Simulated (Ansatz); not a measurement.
Four zincblende compounds that share partners, relaxed with r2SCAN in Ansatz; the fourth is withheld. (Simulation; spin polarisation is off.)

| solid | a (Å) |
| --- | --- |
| GaAs | 5.666 |
| GaP | 5.451 |
| AlAs | 5.678 |

Task: If bond lengths are sums of radii, what lattice constant follows for AlP?

Result: a(AlP) ≈ a(GaP) + a(AlAs) − a(GaAs) = 5.451 + 5.678 − 5.666 = 5.463 Å. The relaxed cell has 5.479 Å, +0.3 % from the sum: the rule holds well here.

Task: How much does a change of partner add, in either pair?

Result: GaAs → GaP: -0.215 Å, and AlAs → AlP: -0.199 Å; GaAs → AlAs: +0.012 Å, and GaP → AlP: +0.028 Å. Fixed radii would make each pair equal; they differ by 0.016 Å.
